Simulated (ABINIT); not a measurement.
Crystal: Os.

```xyz
2
Lattice="2.7341 0.0000 0.0000 -1.3671 2.3678 0.0000 0.0000 0.0000 4.3197" Properties=species:S:1:pos:R:3 pbc="T T T"
Os    1.3671    0.7893    3.2398
Os    0.0000    1.5785    1.0799
```

Base run:

| Item | Value |
| --- | --- |
| Program | ABINIT 10.8.3 (patched build) |
| Functional | RPBE |
| Potentials or basis | JTH PAW PBE v2.0 |
| Cutoff | 408 eV |
| k mesh | 11 × 11 × 6 |
| Occupations | fermi-dirac, width 0.05 eV |
| Spin | no spin polarisation |

Its results: band gap on the k mesh none (metal or under the smearing width); pressure 12.9 GPa.

Problem. The run is repeated on the same cell with these changes: functional from RPBE to PBE. What comes out?

Solution. Band gap on the k mesh none (metal or under the smearing width); pressure 8.9 GPa.

PBE binds more tightly than RPBE, so the same cell stands under less pressure.

Caveats: spin-orbit coupling is left out, which moves the levels of the heavy elements; the PAW data sets were made with another functional, which shifts forces and pressure a little (some runs).
